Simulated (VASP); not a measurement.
# CdS (Fm-3m) in VASP: further runs, part 2 of 2

VASP 6.6.1. Earlier steps stand in the parts before.

### 4 Relaxation of cell and atoms, BLYP

Input file INCAR:

```
AGGAC = 1.0 ; AGGAX = 1.0
ALDAC = 0.0 ; ALDAX = 1.0
ALGO = Normal ; EDIFF = 1E-7
EDIFFG = -0.01 ; ENCUT = 250
GGA = B5 ; IBRION = 3
ISIF = 3 ; ISMEAR = -5
KSPACING = 0.5 ; LASPH = True
LCHARG = False ; LREAL = False
LWAVE = False ; NELM = 100
NSW = 40 ; POTIM = 0.2
PREC = Accurate ; SIGMA = 0.05
SMASS = 0.4
```

Input file POSCAR:

```
CdS
1.0
    0.0000000000      2.7532440000      2.7532440000
    2.7532440000      0.0000000000      2.7532440000
    2.7532440000      2.7532440000      0.0000000000
Cd S
1 1
Cartesian
    0.0000000000      0.0000000000      0.0000000000
    2.7532440000      2.7532440000      2.7532440000
```

Potentials or basis: VASP PAW PBE potentials, release 64 (Cd, S_h).

Started as:

```console
$ cat potpaw_PBE.64/Cd/POTCAR potpaw_PBE.64/S_h/POTCAR > POTCAR
$ mpirun -np 1 vasp_std > vasp.out
```

OUTCAR:

```text
EDIFF = 1E-7
   EDIFFG = -0.01
   ENCUT = 250
   GGA = B5
   IBRION = 3
   ISIF = 3
   ISMEAR = -5
   LASPH = True
   LREAL = False
   NELM = 100
   NSW = 40
   POTIM = 0.2
   PREC = Accurate

 ion  position               nearest neighbor table
   1  0.000  0.000  0.000-   2 2.75   2 2.75   2 2.75   2 2.75   2 2.75   2 2.75
   2  0.500  0.500  0.500-   1 2.75   1 2.75   1 2.75   1 2.75   1 2.75   1 2.75

  LATTYP: Found a face centered cubic cell.
 ALAT       =     5.5064880000

  Lattice vectors:

 A1 = (   0.0000000000,   2.7532440000,   2.7532440000)
 A2 = (   2.7532440000,   0.0000000000,   2.7532440000)
 A3 = (   2.7532440000,   2.7532440000,   0.0000000000)

Analysis of symmetry for initial positions (statically):
=====================================================================
 Subroutine PRICEL returns:
 Original cell was already a primitive cell.

 Routine SETGRP: Setting up the symmetry group for a
 face centered cubic supercell.

 Subroutine GETGRP returns: Found 48 space group operations
 (whereof 48 operations were pure point group operations)
 out of a pool of 48 trial point group operations.

The static configuration has the point symmetry O_h .

Analysis of symmetry for dynamics (positions and initial velocities):
=====================================================================
 Subroutine PRICEL returns:
 Original cell was already a primitive cell.

 Routine SETGRP: Setting up the symmetry group for a
 face centered cubic supercell.

 Subroutine GETGRP returns: Found 48 space group operations
 (whereof 48 operations were pure point group operations)
 out of a pool of 48 trial point group operations.

The dynamic configuration has the point symmetry O_h .

 Subroutine INISYM returns: Found 48 space group operations
 (whereof 48 operations are pure point group operations),
 and found     1 'primitive' translations

----------------------------------------------------------------------------------------

                                     Primitive cell

[... 103 lines left out ...]
   LRPA    =     F    only Hartree local field effects (RPA)
 non-spin polarized calculation
 Fermi weights with tetrahedron method with Bloechl corrections
  energy-cutoff  :      250.00
  volume of cell :       41.74
 maximum number of plane-waves:       388
   NGX =  9   NGY =  9   NGZ =  9

--------------------------------------- Ionic step        1  -------------------------------------------

 number of electron      17.9999995 magnetization

 Free energy of the ion-electron system (eV)
  ---------------------------------------------------
  ext. energy  EPLUGINS =         0.00000000
  ---------------------------------------------------
  free energy    TOTEN  =        -4.65577631 eV

  energy without entropy =       -4.65577631  energy(sigma->0) =       -4.65577631

------------------------ aborting loop because EDIFF is reached ----------------------------------------

  FORCE on cell =-STRESS in cart. coord.  units (eV):
  Direction    XX          YY          ZZ          XY          YZ          ZX
  --------------------------------------------------------------------------------------
  -------------------------------------------------------------------------------------
  Total       -0.4757528     -0.4757528     -0.4757528      0.0000000      0.0000000     -0.0000000
  in kB      -18.2611390    -18.2611390    -18.2611390      0.0000000      0.0000000     -0.0000000
  external PRESSURE =     -18.2611390 kB  Pullay stress =       0.0000000 kB
[... 89 lines left out ...]
  FREE ENERGIE OF THE ION-ELECTRON SYSTEM (eV)
  ---------------------------------------------------
  free  energy   TOTEN  =        -4.6576760857 eV

  energy  without entropy=       -4.6576760857  energy(sigma->0) =       -4.65767609

[... ionic steps 4 to 12 ...]

--------------------------------------- Ionic step       13  -------------------------------------------

 number of electron      17.9999982 magnetization

------------------------ aborting loop because EDIFF is reached ----------------------------------------
[... 67 lines left out ...]
--------------------------------------- Ionic step       15  -------------------------------------------

 number of electron      17.9999981 magnetization

 Free energy of the ion-electron system (eV)
  ---------------------------------------------------
  ext. energy  EPLUGINS =         0.00000000
  ---------------------------------------------------
  free energy    TOTEN  =        -4.65888110 eV

  energy without entropy =       -4.65888110  energy(sigma->0) =       -4.65888110

 E-fermi :   3.6234     XC(G=0):  -9.8253

 val. band max:        3.6090482282   @ k =   0.5000   0.0000   0.0000
 cond. band min:       3.7514907719   @ k =   0.5000   0.5000   0.0000
 fundamental gap:      0.1424425438
 Fermi energy:         3.6234186980

 k-point     1 :       0.0000    0.0000    0.0000
  band No.  band energies     occupation
      1      -9.1255      2.00000
      2      -4.1824      2.00000
      3      -4.1824      2.00000
      4      -4.1824      2.00000
      5      -4.1797      2.00000
      6      -4.1797      2.00000
      7       2.8858      2.00000
      8       2.8858      2.00000
      9       2.8858      2.00000
     10       4.4560      0.00000
     11      13.1653      0.00000
     12      13.1653      0.00000
     13      13.1653      0.00000
[... 139 lines left out ...]
  FREE ENERGIE OF THE ION-ELECTRON SYSTEM (eV)
  ---------------------------------------------------
  free  energy   TOTEN  =        -4.6588811036 eV

  energy  without entropy=       -4.6588811036  energy(sigma->0) =       -4.65888110

 reached required accuracy - stopping structural energy minimisation
```

CONTCAR:

```text
CdS
   1.00000000000000
     0.0000000000000000    2.7406554796668479    2.7406554796668479
     2.7406554796668479    0.0000000000000001    2.7406554796668479
     2.7406554796668479    2.7406554796668479    0.0000000000000000
  Cd              S
     1     1
Direct
     0.0000000000000000   -0.0000000000000000   -0.0000000000000000
     0.5000000000000000    0.5000000000000000    0.5000000000000000

  0.00000000E+00  0.00000000E+00  0.00000000E+00
  0.00000000E+00  0.00000000E+00  0.00000000E+00
```

Wall time 63 s (1 thread of Intel Xeon 6975P-C (Granite Rapids), shared host); peak memory 0.12 GiB.

The run converged, but a check on its numbers failed (symmetry, net force, bounds or a known fault of this set-up), so they aren't taken as properties of the crystal.

Caveat: the cutoff lies under the usual one of these potentials, so the numbers hold a large basis-set error; the PAW data sets were made with another functional, which shifts forces and pressure a little.

### 5 Electron localisation function, PBEsol+D4 (cell strained at random at fixed volume)

Input file INCAR:

```
ALGO = Normal
EDIFF = 1E-6
ENCUT = 200
GGA = PS
ISIF = 2
ISMEAR = -5
IVDW = 13
LASPH = True
LCHARG = True
LELF = True
LREAL = False
LWAVE = False
NELM = 60
PREC = Accurate
SIGMA = 0.05
```

Input file KPOINTS:

```
k-points
0
Gamma
  8 8 8
```

Input file POSCAR:

```
CdS
1.0
   -0.0192790000      2.8047920000      2.7541120000
    2.7633490000     -0.0369720000      2.7718050000
    2.6799850000      2.7391210000      0.0463920000
Cd S
1 1
Direct
    0.0000000000      0.0000000000      0.0000000000
    0.5000000000      0.5000000000      0.5000000000
```

Potentials or basis: VASP PAW PBE potentials, release 64 (Cd, S).

Started as:

```console
$ cat potpaw_PBE.64/Cd/POTCAR potpaw_PBE.64/S/POTCAR > POTCAR
$ mpirun -np 1 vasp_std > vasp.out
```

OUTCAR:

```text
EDIFF = 1E-6
   ENCUT = 200
   GGA = PS
   ISIF = 2
   ISMEAR = -5
   IVDW = 13
   LASPH = True
   LREAL = False
   NELM = 60
   PREC = Accurate

 ion  position               nearest neighbor table
   1  0.000  0.000  0.000-   2 2.73   2 2.73   2 2.74   2 2.74   2 2.79   2 2.79
   2  0.500  0.500  0.500-   1 2.73   1 2.73   1 2.74   1 2.74   1 2.79   1 2.79

  LATTYP: Found a triclinic cell.
 ALAT       =     3.8912103415
 B/A-ratio  =     1.0058885979
 C/A-ratio  =     0.9826977591
 COS(alpha) =     0.0029287711
 COS(beta)  =     0.4685848515
 COS(gamma) =     0.5178570357

  Lattice vectors:

 A1 = (   0.0833640000,  -2.7760930000,   2.7254130000)
 A2 = (   2.7633490000,  -0.0369720000,   2.7718050000)
 A3 = (  -2.6992640000,   0.0656710000,   2.7077200000)

Analysis of symmetry for initial positions (statically):
=====================================================================
 Subroutine PRICEL returns:
 Original cell was already a primitive cell.

 Routine SETGRP: Setting up the symmetry group for a
 triclinic supercell.

 Subroutine GETGRP returns: Found  2 space group operations
 (whereof  2 operations were pure point group operations)
 out of a pool of  2 trial point group operations.

The static configuration has the point symmetry S_2 .

Analysis of symmetry for dynamics (positions and initial velocities):
=====================================================================
 Subroutine PRICEL returns:
 Original cell was already a primitive cell.

 Routine SETGRP: Setting up the symmetry group for a
 triclinic supercell.

 Subroutine GETGRP returns: Found  2 space group operations
 (whereof  2 operations were pure point group operations)
 out of a pool of  2 trial point group operations.

The dynamic configuration has the point symmetry S_2 .

 Subroutine INISYM returns: Found  2 space group operations
 (whereof  2 operations are pure point group operations),
 and found     1 'primitive' translations

[... 124 lines left out ...]
   IVDW    =    13    specifies the selected vdW correction
   LEPSILON=     F    determine dielectric tensor
   LRPA    =     F    only Hartree local field effects (RPA)
 non-spin polarized calculation
 Fermi weights with tetrahedron method with Bloechl corrections
  energy-cutoff  :      200.00
  volume of cell :       41.74
 maximum number of plane-waves:       282
   NGX =  9   NGY =  9   NGZ =  9

 number of electron      18.0000023 magnetization

 Free energy of the ion-electron system (eV)
  ---------------------------------------------------
  ext. energy  EPLUGINS =         0.00000000
  ---------------------------------------------------
  free energy    TOTEN  =        -5.89727007 eV

  energy without entropy =       -5.89727007  energy(sigma->0) =       -5.89727007

 E-fermi :   2.7323     XC(G=0): -10.4955

 val. band max:        2.7437491930   @ k =   0.0000   0.5000   0.0000
 cond. band min:       2.6871518897   @ k =   0.5000   0.5000   0.0000
 fundamental gap:     -0.0565973034
 Fermi energy:         2.7322637600

 k-point     1 :       0.0000    0.0000    0.0000
  band No.  band energies     occupation
      1     -10.0829      2.00000
      2      -5.4867      2.00000
      3      -5.4588      2.00000
      4      -5.4318      2.00000
      5      -5.4128      2.00000
      6      -5.4006      2.00000
      7       1.7742      2.00000
      8       1.9072      2.00000
      9       2.1304      2.00000
     10       3.2607      0.00000
     11      11.6235      0.00000
     12      11.8379      0.00000
     13      12.2650      0.00000
[... 354 lines left out ...]
  band No.  band energies     occupation
      1      -9.3351      2.00000
      2      -5.5483      2.00000
      3      -5.4108      2.00000
      4      -5.3632      2.00000
      5      -5.1962      2.00000
      6      -5.1796      2.00000
      7      -0.9878      2.00000
      8       1.0354      2.00000
      9       1.3699      2.00000
     10       4.9567      0.00000
     11       9.0545      0.00000
     12       9.8454      0.00000
     13      11.6720      0.00000

 [... further k-points ...]

------------------------ aborting loop because EDIFF is reached ----------------------------------------

  DFT-D4 for vdW energy calculation

  Edisp (eV):   -0.43068

  FORCE on cell =-STRESS in cart. coord.  units (eV):
  Direction    XX          YY          ZZ          XY          YZ          ZX
  --------------------------------------------------------------------------------------
  -------------------------------------------------------------------------------------
  Total     -17.57718   -17.91119   -17.65990     0.32169    -0.05247    -0.23492
  in kB    -674.67687  -687.49741  -677.85200    12.34757    -2.01398    -9.01723
  external pressure =     -680.01 kB  Pullay stress =        0.00 kB

 VOLUME and BASIS-vectors are now :
 -----------------------------------------------------------------------------
  energy-cutoff  :      200.00
  volume of cell :       41.74
      direct lattice vectors                 reciprocal lattice vectors
    -0.019279000  2.804792000  2.754112000    -0.181931530  0.174892285  0.183709327
     2.763349000 -0.036972000  2.771805000     0.177612087 -0.176848981  0.181346580
     2.679985000  2.739121000  0.046392000     0.188690742  0.183608194 -0.185666024

 POSITION                                       TOTAL-FORCE (eV/Angst)
 -----------------------------------------------------------------------------------
      0.00000      0.00000      0.00000         0.000000     -0.000000      0.000000
      2.71203      2.75347      2.78615        -0.000000      0.000000     -0.000000
 -----------------------------------------------------------------------------------
    total drift:                               -0.000000      0.000000      0.000000

  FREE ENERGIE OF THE ION-ELECTRON SYSTEM (eV)
  ---------------------------------------------------
  free  energy   TOTEN  =        -6.3279487173 eV

  energy  without entropy=       -6.3279487173  energy(sigma->0) =       -6.32794872
```

Run time: 23 s. Hardware: 1 thread of Intel Xeon 6975P-C (Granite Rapids), shared host; peak memory 0.15 GiB.

The run converged, but a check on its numbers failed (symmetry, net force, bounds or a known fault of this set-up), so they aren't taken as properties of the crystal.

Caveat: the cutoff lies under the usual one of these potentials, so the numbers hold a large basis-set error; the PAW data sets were made with another functional, which shifts forces and pressure a little; pairwise dispersion overbinds metals, which lowers pressure and volume; tetrahedron occupations give inexact forces and stress in metals.

### 6 Single point, PBE

Input file INCAR:

```
PREC = Accurate
ENCUT = 500
EDIFF = 1E-7
ISMEAR = 0
SIGMA = 0.02
LREAL = F
LASPH = T
NELM = 60
ALGO = Normal
ISIF = 2
LWAVE = F
LCHARG = F
GGA = PE
NBANDS = 16
```

Input file KPOINTS:

```
regular mesh
0
Gamma
  5 5 5
```

Input file POSCAR:

```
CdS
1.0
    0.0000000000      2.7532440000      2.7532440000
    2.7532440000      0.0000000000      2.7532440000
    2.7532440000      2.7532440000      0.0000000000
Cd S
1 1
Direct
    0.0000000000      0.0000000000      0.0000000000
    0.5000000000      0.5000000000      0.5000000000
```

Potentials or basis: VASP PAW PBE potentials, release 64 (Cd_GW, S_GW).

Started as:

```console
$ cat potpaw_PBE.64/Cd_GW/POTCAR potpaw_PBE.64/S_GW/POTCAR > POTCAR
$ mpirun -np 1 vasp_std > vasp.out
```

Run time: 16 s. Hardware: 1 thread of Intel Xeon Platinum 8488C (Sapphire Rapids), shared host; peak memory 0.17 GiB.

The run converged. Its results:

* Free energy: -5.8918 eV
* Pressure: -0.4 GPa
* Band gap on the k mesh: 0.75 eV, indirect (least direct gap 1.54 eV)

Levels at points of the mesh, in eV from the valence-band top:
```csv
k point,band 6,band 7,band 8,band 9,band 10,band 11,band 12,band 13
"(0.00, 0.00, 0.00)",-7.60,-0.72,-0.72,-0.72,0.82,9.17,9.17,9.17
```

Caveat: an odd mesh through Γ misses points on the zone boundary, where band edges often lie. As with any semilocal functional, this PBE gap is likely too small.

### 7 The reference run

An earlier run on the cell as given: functional PBE; potentials or basis VASP PAW PBE potentials, release 64 (Cd, S); cutoff 520 eV; k mesh 8 × 8 × 8; occupations fermi-dirac, width 0.05 eV; no spin polarisation.

* Pressure: -0.1 GPa
* Band gap on the k mesh: 0.26 eV, indirect (least direct gap 1.53 eV)

### 8 Overview

| level | potentials or basis | k mesh | cutoff (eV) | smearing | gap on the mesh (eV) | pressure (GPa) |
| --- | --- | --- | --- | --- | --- | --- |
| RPBE | VASP PAW PBE potentials, release 64 (Cd, S) | 8 × 8 × 8 | 520 | gaussian 0.1 eV | 0.37 | 2.5 |
| PBE | VASP PAW PBE potentials, release 64 (Cd_GW, S_GW) | 5 × 5 × 5 | 500 | gaussian 0.02 eV | 0.75 | -0.4 |
| PBE | VASP PAW PBE potentials, release 64 (Cd, S) | 8 × 8 × 8 | 520 | fermi-dirac 0.05 eV | 0.26 | -0.1 |

Alike in all rows: task single point; no spin polarisation; cell as given.

Caveats: the PAW data sets were made with another functional, which shifts forces and pressure a little (some runs); an odd mesh through Γ misses points on the zone boundary, where band edges often lie (some runs).

Absolute energies hang on the potentials; compare differences alone.
